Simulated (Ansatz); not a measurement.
This SiNi₃ structure is the end of a relaxation. It was relaxed at this level from a cell as deposited in COD.

Computed with DFT PBE, scalar-relativistic, plane waves, PAW (Ansatz). Cutoff 420 eV, Γ-centred mesh, Gaussian smearing, no spin polarisation.

```
CELL_PARAMETERS angstrom
3.50631 0.00000 0.00000
0.00000 3.50631 0.00000
0.00000 0.00000 3.50631
ATOMIC_POSITIONS crystal
Si 0.00000 0.00000 0.00000
Ni 0.00000 0.50000 0.50000
Ni 0.50000 0.00000 0.50000
Ni 0.50000 0.50000 0.00000
```

Energies over the elements count from the elements' standard structures at the same level, with no fitted energy shifts.

Problem. Find its symmetry and describe it.

Solution. Pm-3m (No. 221), the Cu3Au (L1_2) type. Conventional cell: a = 3.506 Å. Around Si lie 12 Ni at 2.48 Å; Ni has 4 Si at 2.48 Å and 8 Ni at 2.48 Å.

Problem. How far does it lie from the elements in energy?

Solution. −0.46 eV/atom. It lies below the elements, which doesn't yet make it stable against other compounds or structures.

Problem. Is it a metal?

Solution. Yes, bands cross the Fermi level on the 14×14×14 mesh.

The last run used a 14×14×14 mesh for its 4-atom cell and Gaussian smearing of 0.10 eV. Trial moments died out on the coarse mesh, so the last step has no spin; another magnetic start might hold. A later test with randomly moved atoms came back to the same energy, though modes that don't fit the test's cell weren't probed.
